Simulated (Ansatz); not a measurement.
Program: Ansatz. Geometries: PBE0-D4/def2-TZVP. ΔE: electronic, gas phase. CCSD(T)/CBS adds triple-zeta CCSD(T) − MP2 to the extrapolated MP2 energy (def2 sets, frozen cores). Functionals use def2-TZVPP. B3LYP here is the variant with VWN-RPA as its local correlation; programs differ in this. For As outer-core shells are correlated without core-valence functions, which leaves a few kJ/mol of doubt a bond. Scalar relativity is left out up to krypton. One conformer a species, not always the lowest.

Reaction (formal exchange of groups at a C–As bond): `C[As]([SiH3])C(C)(C)C` + `CCC(C)C` → `CCC(C)(C)C(C)(C)C` + `C[AsH][SiH3]`

| level | ΔE (kJ/mol) | difference from CCSD(T)/CBS |
| --- | --- | --- |
| LDA (SPW92) | 13.9 | -11.7 |
| B97M-V | 21.2 | -4.4 |
| B3LYP-D4 | 35.0 | 9.4 |
| CAM-B3LYP-D4 | 27.5 | 1.9 |
| ωB97M-V | 21.1 | -4.5 |
| r2SCAN | 29.3 | 3.7 |
| RPA@PBE/def2-TZVPP | 20.6 | -5.0 |
| CCSD(T)/def2-TZVPP | 22.8 | -2.8 |
| HF/def2-QZVPP | 38.9 | 13.3 |
| MP2/CBS(def2) | 28.8 | 3.2 |
| CCSD(T)/CBS | 25.6 | 0 |

Largest T1 diagnostic among the species: 0.011.

In def2-TZVPP, CCSD(T) changes the Hartree–Fock value by −16.6 kJ/mol (the triples alone add −1.5 kJ/mol) and MP2 by −13.3 kJ/mol. The D4 term adds −5.3 kJ/mol with B3LYP and −3.5 kJ/mol with PBE0; it sums over pairs of atoms, weighted by their polarisabilities, and B3LYP, whose exchange is more repulsive, gets the larger term. Leaving LDA and LC-ωPBE aside and taking each functional with its dispersion term where it has one, the values, not all of them listed here, spread over 16.7 kJ/mol, from ωB97M-V to BLYP-D4. LDA lies −24.3 kJ/mol from PBE without D4.

CCSD(T)/CBS has its own doubt, a few kJ/mol and more with outer-core shells, so smaller differences from it don't rank the levels.
